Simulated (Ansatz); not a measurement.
## Li: relaxed-ion elastic tensor

Computed with DFT PBE, scalar-relativistic, plane waves, PAW in Ansatz 0.2.0. Plane waves to 420 eV; Γ-centred k mesh 12×12×16; Fermi-Dirac smearing of 0.15 eV. No spin polarisation.

Equilibrium structure at this level:
```
CELL_PARAMETERS angstrom
4.78053 -2.16554 0.74489
4.78053 2.16554 0.74489
0.50912 0.00000 3.01629
ATOMIC_POSITIONS crystal
Li 0.33333 0.33333 0.66667
Li 0.66667 0.66667 0.33333
Li 0.00000 0.00000 0.00000
```

It was reached by relaxing an invented guess, and it needn't be the stable form of this composition. In a metal, frequencies and elastic constants depend on the k mesh and the smearing, soft modes and shear constants most.

(1) Give the relaxed-ion elastic constants (GPa, Voigt order xx yy zz yz xz xy, on the Cartesian axes of the cell above).

(2) Is the crystal stable against homogeneous strain?

## Answers

(1)
C11 = 24.6, C12 = 12.8, C13 = 3.7, C15 = -3.0, C22 = 15.9, C23 = 12.4, C25 = -0.1, C33 = 25.1, C35 = 3.1, C44 = 11.2, C55 = 2.8, C66 = 11.2 GPa; the others vanish.

(2) Too close to call: the least eigenvalue is 1.8 GPa, within what the k mesh leaves open in a metal.
